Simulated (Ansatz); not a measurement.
Reactions of C$_{9}$H$_{22}$Sn, SMILES `C[CH](C)[SnH]([CH](C)C)[CH](C)C`.

Calculated with Ansatz (gas phase, PBE0-D4/def2-TZVP geometries, no zero-point term in ΔE). CCSD(T)/CBS is the MP2 limit (def2-TZVPP, def2-QZVPP) plus CCSD(T) − MP2 in def2-TZVPP, frozen cores. This one scheme is used for every species. Elements past krypton have def2 core potentials. For Sn outer-core shells are correlated without core-valence functions, which leaves a few kJ/mol of doubt a bond. One conformer a species, not always the lowest.

Q: Order these by ΔE at CCSD(T)/CBS, lowest first. (Estimate.)
A. `C[CH](C)[SnH]([CH](C)C)[CH](C)C` + `Oc1ccccc1` → `CC(C)c1cccc(O)c1` + `C[CH](C)[SnH2][CH](C)C`
B. `C[CH](C)[SnH]([CH](C)C)[CH](C)C` + `O[SiH](F)F` → `CC(C)O[SiH](F)F` + `C[CH](C)[SnH2][CH](C)C`
C. `C[CH](C)[SnH]([CH](C)C)[CH](C)C` + CH₄ → `CC(C)C` + `C[CH](C)[SnH2][CH](C)C`

A: A (+7.1 kJ/mol), C (+23.6 kJ/mol), B (+52.6 kJ/mol).

Largest T1 diagnostic: 0.011, for `O[SiH](F)F`.
